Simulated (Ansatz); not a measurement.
## InSe: the change of energy change and pressure with displacement

One atom of a crystal moved along a line, all else fixed, by plane-wave density functional theory with PAW datasets, free energies less that of the undisturbed cell, pressure positive in compression; scalar-relativistic. The results are calculated, by Ansatz 0.2.0.

The cell before atoms are moved (space group P-6m2, No. 187):
```
InSe
1.0
      4.0473     0.0000     0.0000
     -2.0237     3.5051     0.0000
      0.0000     0.0000    18.0521
In Se
4 4
Direct
  0.00000 0.00000 0.57740
  0.00000 0.00000 0.42260
  0.33330 0.66670 0.92260
  0.33330 0.66670 0.07740
  0.66670 0.33330 0.85300
  0.66670 0.33330 0.14700
  0.33330 0.66670 0.64700
  0.33330 0.66670 0.35300
```

Settings of every row: functional PBEsol; dispersion none; spin none; wave cutoff 420 eV; k mesh 12x12x2; occupations gaussian; smearing width 0.05 eV; k shift 0x0x0; start as given; moved atom 5; direction 0, 1, 0 Cartesian unit vector.

Limits: reference crystal is not relaxed; the cell comes from a prototype or a list of computed structures and needn't be the stable phase.

```
row  displacement (Å)  energy change (eV a cell)  pressure (GPa)  force along direction (eV/Å summed over the moved atoms)
  1              -0.1                     0.0274          -0.741                                                    0.5713
  2           -0.0667                     0.0119          -0.771                                                    0.3658
  3           -0.0333                     0.0029          -0.788                                                    0.1752
  4                 0                          0          -0.794                                                         0
  5            0.0167                          ?               ?                                                         ?
  6            0.0333                     0.0027          -0.788                                                   -0.1613
  7              0.05                     0.0061          -0.782                                                   -0.2371
  8            0.0667                     0.0106          -0.773                                                   -0.3096
  9            0.0833                     0.0163          -0.762                                                   -0.3784
 10               0.1                     0.0232          -0.748                                                   -0.4446
```

Question: what energy change and pressure should row 5 give?

Worked fit of energy change. Take t = displacement, in Å. The shown rows have t = -0.1, -0.0667, -0.0333, 0, 0.0333, 0.05, 0.0667, 0.0833, 0.1. Least squares give energy change = 0.0001 − 0.0157 × t + 2.522 × t² eV a cell; a straight line predicts inner rows, each left out in turn, worse (root mean square 0.0081 against 0.00048 eV a cell). The rows lie off it by 0.0005, -0.0005, -0.0005, -0.0001, 0.0003, 0.0005, 0.0003, 0.0000, -0.0006 (root mean square 0.00041 eV a cell), a smooth pattern that one more power would take up: the form is only approximate. The withheld row has t = 0.0167, so the fit gives 0.0001 − 0.0157 × (0.0167) + 2.522 × (0.0167)² = 0.0005 eV a cell.

The calculation gave 0.0007 eV a cell. The fit lies 0.0002 eV a cell (29 % of the value, 0.73 % of the column's range) below it; its largest miss of a shown row is 0.0006 eV a cell.

Worked fit of pressure. Take t = displacement, in Å. The shown rows have t = -0.1, -0.0667, -0.0333, 0, 0.0333, 0.05, 0.0667, 0.0833, 0.1. Least squares give pressure = −0.7936 − 0.026 × t + 4.9 × t² GPa; a straight line predicts inner rows, each left out in turn, worse (root mean square 0.016 against 0.00093 GPa). The rows lie off it by 0.001, -0.001, -0.001, 0.000, 0.001, 0.001, 0.001, 0.000, -0.001. The withheld row has t = 0.0167, so the fit gives −0.7936 − 0.026 × (0.0167) + 4.9 × (0.0167)² = -0.793 GPa.

The calculation gave -0.792 GPa. The fit lies 0.001 GPa (1.9 % of the column's range) below it, one unit of the last digit.

The other values of row 5: force along direction -0.0826 eV/Å summed over the moved atoms.
